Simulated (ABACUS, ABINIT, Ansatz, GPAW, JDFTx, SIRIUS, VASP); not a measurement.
## Pt: 7 runs at one level of theory

```
Pt
1.0
     0.00000    1.96090    1.96090
     1.96090    0.00000    1.96090
     1.96090    1.96090    0.00000
Pt
1
Direct
  0.00000 0.00000 0.00000
```

Alike in all runs: task single point; functional PBEsol; k mesh 12 × 12 × 12; occupations fermi-dirac, width 0.05 eV; no spin polarisation; no spin-orbit coupling. Pressure is positive in compression and, in plane waves, holds the error of the finite cutoff.

| program and potentials | plane-wave cutoff (eV) | notes | band gap (eV) | pressure (GPa) |
| --- | --- | --- | --- | --- |
| ABACUS, PseudoDojo NC SR 0.4.1 PBEsol standard, plane waves | 1143 | 18 valence electrons an atom on average | no gap | -1.17 |
| JDFTx, PseudoDojo-SR-PBEsol-0.4.1-standard with smoothed tails | 1143 | 18 valence electrons an atom on average | no gap | -1.20 |
| ABINIT, PseudoDojo NC SR PBEsol v0.4.1 standard | 1143 | 18 valence electrons an atom on average | no gap | -1.19 |
| GPAW, PAW data sets generated for this functional | 600 | 16 valence electrons an atom on average | no gap | -0.92 |
| VASP, PBE PAW files Pt, 520 eV | 520 | potentials made for PBE; 10 valence electrons an atom on average | no gap | -1.02 |
| SIRIUS, PseudoDojo 0.4.1 PBEsol standard (scalar relativistic) | 1152 | 18 valence electrons an atom on average | no gap | -1.18 |
| Ansatz, all-electron LAPW, scalar-relativistic | - | - | no gap | -0.65 |

None finds a gap. The pressure spans -1.20 (JDFTx, PseudoDojo-SR-PBEsol-0.4.1-standard with smoothed tails) to -0.65 GPa (Ansatz, all-electron LAPW, scalar-relativistic), with all-electron results at -0.65.

Differences between rows come from potentials, basis sets and numerical settings, since the functional is the same but for its coding. Runs on potential files found faulty are left out.
